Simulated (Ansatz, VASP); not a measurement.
**InP in VASP and in Ansatz**

```
CELL_PARAMETERS angstrom
0.00000 2.76995 2.76995
2.76995 0.00000 2.76995
2.76995 2.76995 0.00000
ATOMIC_POSITIONS crystal
In 0.00000 0.00000 0.00000
P 0.50000 0.50000 0.50000
```

Alike in both runs: task single point; functional PBE; k mesh 10 × 10 × 10; occupations gaussian, width 0.05 eV; no spin polarisation.

|  | VASP | Ansatz |
| --- | --- | --- |
| version | VASP 6.6.1 | Ansatz 0.2.0 |
| potentials or method | VASP PAW PBE potentials, release 64 (In_d, P) | scalar-relativistic, plane waves, PAW |
| plane-wave cutoff (eV) | 520 | 420 |
| valence electrons in the cell | 18 | 18 |

VASP gave:

- gap on the k mesh at the Fermi level (eV): none
- pressure (GPa): -0.1

Estimate Ansatz's values.

gap on the k mesh at the Fermi level (eV): none; pressure (GPa): 0.0.

A gap of «none» marks a metal or a gap that the smearing closes.
